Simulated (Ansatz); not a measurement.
# EuO (Fm-3m): equation of state

How stiff is EuO (Fm-3m)? Energies and pressures are computed at volumes on both sides of the relaxed cell and fitted.

Computed with Ansatz 0.2.0 (DFT PBE, scalar-relativistic, plane waves, PAW, unless a step's input says otherwise).

## Step 1: The system as given

Symmetry: Fm-3m, No. 225, cubic system. The conventional cell has a = 5.061 Å, b = 5.061 Å, c = 5.061 Å, α = 90.00°, β = 90.00°, γ = 90.00°. Eu (site symmetry m-3m) is surrounded by 6 O at 2.53 Å. Around O (site symmetry m-3m) lie 6 Eu at 2.53 Å.

Structure file:

```cif
data_structure
_symmetry_space_group_name_H-M 'Fm-3m'
_symmetry_Int_Tables_number 225
_cell_length_a 5.0606
_cell_length_b 5.0606
_cell_length_c 5.0606
_cell_angle_alpha 90.000
_cell_angle_beta 90.000
_cell_angle_gamma 90.000
_cell_volume 129.60
loop_
_atom_site_label
_atom_site_type_symbol
_atom_site_symmetry_multiplicity
_atom_site_Wyckoff_symbol
_atom_site_fract_x
_atom_site_fract_y
_atom_site_fract_z
_atom_site_occupancy
Eu1 Eu 4 a 0.00000 0.00000 0.00000 1
O1 O 4 b 0.50000 0.00000 0.00000 1
```

This cell comes from an earlier session at PBE: 16.200 Å³/atom at 0.11 GPa, on a 12×12×12 mesh.

Volume factors to run: 0.980, 1.020, 0.960, 1.040.

## Step 2: Volume × 0.980

The input, input.yaml:

```yaml
crystal:
  lattice:
    - [0.0, 2.5133134335, 2.5133134335]
    - [2.5133134335, 0.0, 2.5133134335]
    - [2.5133134335, 2.5133134335, 0.0]
  atoms:
    - { symbol: Eu, position: [0.0, 0.0, 0.0], spin: 7.24 }
    - { symbol: O, position: [0.5, 0.5, 0.5] }
basis:
  ecutwfc: 420
  ecutrho_ratio: 4
kpoints:
  mp_grid: { grid: [12, 12, 12] }
hamiltonian:
  xc: pbe
scf:
  occupations: { method: gaussian, width: 0.05 }
output:
  forces: true
  stress: true
  eigenvalues: true
  populations: true
magnetization:
  spin_polarized: true
```

Command:

```bash
ansatz run input.yaml --threads 2 --pin off --max-ram 5120MiB --backend cpu --events-out ev --progress --plain --runs-dir out
```

After this run come: At 1.020 of the relaxed volume; Scaling the volume by 0.960; Scaling the volume by 1.040.

What does the calculation give? Wanted: V0; B0; B0′; scatter of the fit.

As calculated:

| quantity | value |
| --- | --- |
| V0 | 16.217 Å³/atom |
| B0 | 98 GPa |
| B0′ | 4.5 |
| scatter of the fit | 0.018 meV/atom |

The fitted minimum lies at 16.22 Å³/atom, and the bulk modulus is 98 GPa. One per cent of compression takes about 0.98 GPa. The moment on atom 1 grows from 6.54 to 6.61 μB on expansion. These are values at 0 K without zero-point motion. No U or exact exchange acts on the open f shell of Eu, so the metal found here may be the functional's error. Spin–orbit coupling is left out, though the cell holds Eu; it splits the 4f levels.
